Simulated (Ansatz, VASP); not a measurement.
**One calculation of Sb2Pt (Geversite), two programs**

Contents of INCAR:

```
PREC = Accurate
ENCUT = 600
EDIFF = 1E-6
ISMEAR = -1
SIGMA = 0.05
LREAL = False
LASPH = True
NELM = 100
ALGO = Fast
ISIF = 3
LWAVE = False
LCHARG = False
GGA = PS
IBRION = 2
NSW = 40
EDIFFG = -0.01
KPAR = 4
```

File KPOINTS:

```
Automatic mesh
0
Gamma
  4 4 4
```

File POSCAR:

```
Sb2Pt
1.0
    6.4423000000      0.0000000000      0.0000000000
    0.0000000000      6.4423000000      0.0000000000
    0.0000000000      0.0000000000      6.4423000000
Pt Sb
4 8
Direct
    0.0000000000      0.5000000000      0.5000000000
    0.5000000000      0.5000000000      0.0000000000
    0.5000000000      0.0000000000      0.5000000000
    0.0000000000      0.0000000000      0.0000000000
    0.3753000000      0.1247000000      0.8753000000
    0.1247000000      0.8753000000      0.3753000000
    0.8753000000      0.3753000000      0.1247000000
    0.6247000000      0.6247000000      0.6247000000
    0.6247000000      0.8753000000      0.1247000000
    0.8753000000      0.1247000000      0.6247000000
    0.1247000000      0.6247000000      0.8753000000
    0.3753000000      0.3753000000      0.3753000000
```

Contents of input.yaml:

```yaml
crystal:
  lattice:
    - [6.4423, 0.0, 0.0]
    - [0.0, 6.4423, 0.0]
    - [0.0, 0.0, 6.4423]
  atoms:
    - { symbol: Pt, position: [0.0, 0.5, 0.5] }
    - { symbol: Pt, position: [0.5, 0.5, 0.0] }
    - { symbol: Pt, position: [0.5, 0.0, 0.5] }
    - { symbol: Pt, position: [0.0, 0.0, 0.0] }
    - { symbol: Sb, position: [0.3753, 0.1247, 0.8753] }
    - { symbol: Sb, position: [0.1247, 0.8753, 0.3753] }
    - { symbol: Sb, position: [0.8753, 0.3753, 0.1247] }
    - { symbol: Sb, position: [0.6247, 0.6247, 0.6247] }
    - { symbol: Sb, position: [0.6247, 0.8753, 0.1247] }
    - { symbol: Sb, position: [0.8753, 0.1247, 0.6247] }
    - { symbol: Sb, position: [0.1247, 0.6247, 0.8753] }
    - { symbol: Sb, position: [0.3753, 0.3753, 0.3753] }
hamiltonian:
  xc: pbesol
  pseudopotentials: { kind: paw }
kpoints:
  mp_grid: { grid: [4, 4, 4] }
scf:
  occupations: { method: fermi_dirac, width: 0.05 }
output:
  forces: true
  stress: true
  eigenvalues: true
  write_density: true
  write_potential: true
  elf: true
  volumetric_format: npy
relax:
  f_tol: 0.01
  max_steps: 40
  cell: { stress_tol: 0.05 }
```

Alike in both runs: task relaxation of cell and atoms; functional PBEsol; k mesh 4 × 4 × 4; occupations fermi-dirac, width 0.05 eV; no spin polarisation.

```csv
,VASP,Ansatz
version,VASP 6.6.1,Ansatz 0.2.0
potentials or method,"VASP PAW PBE potentials, release 64 (Pt, Sb)",Ansatz PAW
plane-wave cutoff (eV),600,420
valence electrons in the cell,80,192
```

Ansatz gave:

- gap on the k mesh at the Fermi level, each at its own relaxed structure (eV): none
- relaxed volume (Å³/atom): 22.53
- relaxed cell length with the largest relative difference (Å): 6.466
- energy change over the relaxation (meV/atom): -1

Problem. Estimate VASP's values.

Solution. gap on the k mesh at the Fermi level, each at its own relaxed structure (eV): none; relaxed volume (Å³/atom): 22.50; relaxed cell length with the largest relative difference (Å): 6.463; energy change over the relaxation (meV/atom): -1.

A gap of «none» marks a metal or a gap that the smearing closes. The two sets of potentials don't hold the same shells in valence.

Caveats: the PAW data sets were made with another functional, which shifts forces and pressure a little (VASP); the plane-wave basis is chosen anew once the cell has moved, so the energies of steps on either side of that aren't comparable (Ansatz); the PAW data sets come from PBE, with cores solved anew for the run's functional, which leaves a small shift of forces and pressure (Ansatz). The runs have no spin-orbit coupling, so splittings on Pt, Sb are missing. Zero-point motion and thermal expansion aren't in these numbers.
